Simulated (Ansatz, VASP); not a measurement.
One calculation of MgSe3, two programs

```
Mg Se
1.0
     4.77347    0.00000    0.00000
     0.00000    4.77347    0.00000
     0.00000    0.00000    4.77347
Mg Se
1 3
Cartesian
  0.0000 0.0000 0.0000
  0.0000 2.3867 2.3867
  2.3867 0.0000 2.3867
  2.3867 2.3867 0.0000
```

Alike in both runs: task relaxation of cell and atoms; functional PBE; k mesh 4 × 4 × 4; occupations gaussian, width 0.1 eV; no spin polarisation.

```csv
,VASP,Ansatz
version,VASP 6.6.1,Ansatz 0.2.0
potentials or method,"VASP PAW PBE potentials, release 64 (Mg, Se)","scalar-relativistic, plane waves, PAW"
plane-wave cutoff (eV),600,420
valence electrons in the cell,20,58
```

|  | VASP | Ansatz | Ansatz less VASP |
| --- | --- | --- | --- |
| gap on the k mesh at the Fermi level, each at its own relaxed structure (eV) | none | none | - |
| relaxed volume (Å³/atom) | 21.26 | 21.36 | +0.100 |
| relaxed cell length with the largest relative difference (Å) | 4.397 | 4.404 | +0.0069 |
| energy change over the relaxation (meV/atom) | -194 | -191 | +2.5 |

A gap of «none» marks a metal or a gap that the smearing closes. The two sets of potentials don't hold the same shells in valence.

Caveats: the volume moved by over 15 % at a fixed basis, so the end points are rough (VASP).
